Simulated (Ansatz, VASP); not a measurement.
# Two plane-wave programs on SiO2

```
CELL_PARAMETERS angstrom
3.89723 0.00000 0.00000
0.00000 3.89723 0.00000
0.00000 0.00000 2.47524
ATOMIC_POSITIONS crystal
Si 0.50000 0.50000 0.50000
Si 0.00000 0.00000 0.00000
O 0.69302 0.69302 0.00000
O 0.19302 0.80698 0.50000
O 0.30698 0.30698 0.00000
O 0.80698 0.19302 0.50000
```

Change from the starting cell: strain -0.080 along x and y, -0.080 along z, atoms carried along.

Alike in both runs: task single point; functional PBE; k mesh 6 × 6 × 8; occupations gaussian, width 0.05 eV; no spin polarisation.

```csv
,VASP,Ansatz
version,VASP 6.6.1,Ansatz 0.2.0
potentials or method,"VASP PAW PBE potentials, release 64 (Si, O)","scalar-relativistic, plane waves, PAW"
plane-wave cutoff (eV),520,420
valence electrons in the cell,32,32
```

```tsv
	VASP	Ansatz	Ansatz less VASP
gap on the k mesh at the Fermi level (eV)	7.43	7.46	+0.029
least direct gap on the mesh (eV)	7.43	7.46	+0.029
pressure (GPa)	125.9	124.8	-1.05
largest component of the traceless stress (GPa)	19.52	18.49	-1.029
rms of the force components (eV/Å)	1.124	1.099	-0.0245
```

Atom by atom the forces differ by 0.025 eV/Å (rms over components). With one functional, cell and mesh, what is left measures potentials, basis and numerics.

Caveats: the cell as given lies far from equilibrium; so large a pressure means that the cell lies far from this level's equilibrium, or that cutoff or potentials fall short (VASP); forces of over 1 eV/Å show positions far from the minimum, so gaps and moduli don't describe the material at rest. A k mesh can miss the band edges.
